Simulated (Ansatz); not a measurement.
# Zr in Ansatz: the effect of functional

Crystal: Zr.

```
CELL_PARAMETERS angstrom
3.23200 0.00000 0.00000
-1.61600 2.79899 0.00000
0.00000 0.00000 5.14700
ATOMIC_POSITIONS crystal
Zr 0.33465 0.67413 0.25390
Zr 0.66535 0.32587 0.74610
```

The cell isn't the ideal one: atom 2 moved 0.06 Å.

Alike in all runs:

```yaml
Program: Ansatz 0.2.0
Task: band structure
Potentials_or_basis: Ansatz PAW
k_mesh: 9 × 9 × 5
Occupations: fermi-dirac, width 0.05 eV
Spin: no spin polarisation
```

```tsv
functional	cutoff	pressure (GPa)	largest force (eV/Å)
LDA	420 eV (not typed: the program's choice for these potentials)	-6.0	0.14
PBEsol	420 eV (not typed: the program's choice for these potentials)	-3.2	0.15
RPBE	420 eV (not typed: the program's choice for these potentials)	2.8	0.17
revPBE	420 eV (not typed: the program's choice for these potentials)	2.1	0.17
BLYP	420 eV (not typed: the program's choice for these potentials)	?	?
r2SCAN	500 eV (not typed: the program's choice for these potentials)	0.9	0.16
```

What does the run with functional BLYP give?

Pressure 3.7 GPa; largest force 0.18 eV/Å.

Caveats: the PAW data sets come from PBE, with cores solved anew for the run's functional, which leaves a small shift of forces and pressure.

Runs at the PBE level aren't shown here.
